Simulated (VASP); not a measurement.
Input of a VASP 6.6.1 run:

The input INCAR:

```
SYSTEM = Si
ALGO = Normal
EDIFF = 1E-6
ENCUT = 520
GGA = PS
ISIF = 2
ISMEAR = 0
LASPH = .True.
LCHARG = .False.
LREAL = .False.
LWAVE = .False.
NBANDS = 11
NELM = 100
PREC = Accurate
SIGMA = 0.02
```

Contents of KPOINTS:

```
k-points
0
Gamma
  12 12 12
  0 0 0
```

File POSCAR:

```
Si
1.0
    0.0000000000      2.7168250424      2.7168250424
    2.7168250424      0.0000000000      2.7168250424
    2.7168250424      2.7168250424      0.0000000000
Si
2
Direct
    0.0000000000      0.0000000000      0.0000000000
    0.2500000000      0.2500000000      0.2500000000
```

Potentials or basis: VASP PAW PBE potentials, release 64 (Si).

Run with:

```bash
$ cat potpaw_PBE.64/Si/POTCAR > POTCAR
$ mpirun -np 1 vasp_std > vasp.out
```

**Question.** Predict the band gap on the k mesh.

**Answer.** 0.46 eV, indirect (least direct gap 2.52 eV).

**Question.** Predict the pressure.

**Answer.** 0.1 GPa.

Caveat: the PAW data sets were made with another functional, which shifts forces and pressure a little. A k mesh can miss the band edges.
